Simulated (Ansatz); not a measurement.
InPd: computed properties

All numbers below come from DFT PBE, scalar-relativistic, plane waves, PAW in Ansatz.

Cutoff 420 eV; k points 14×14×14 on the computed 2-atom cell (Γ-centred); Gaussian smearing, width 0.10 eV; no spin polarisation.

The structure is relaxed at this level of theory with its symmetry kept. Whether it is the stable form of this composition wasn't checked.

```
In Pd
1.0
     3.30526    0.00000    0.00000
     0.00000    3.30526    0.00000
     0.00000    0.00000    3.30526
In Pd
1 1
Direct
  0.00000 0.00000 0.00000
  0.50000 0.50000 0.50000
```

| Property | Result |
| --- | --- |
| Space group | Pm-3m (No. 221) |
| Volume per atom | 18.05 Å³ |
| Formation energy from the elements' standard states (uncorrected) | -0.487 eV/atom |
| Kohn–Sham band gap | none (metal) |
| Density of states at the Fermi level | 0.82 states/eV per cell |
| Löwdin character within 0.5 eV of the Fermi level | In 5p 46 %, Pd 4d 32 %, In 5s 16 %, unprojected 5 % |
| Bulk modulus | 110 GPa |
| Its pressure derivative | 6.0 |
| Bader charges (e) | In (1 in the cell) 0.58, Pd (1 in the cell) -0.58 |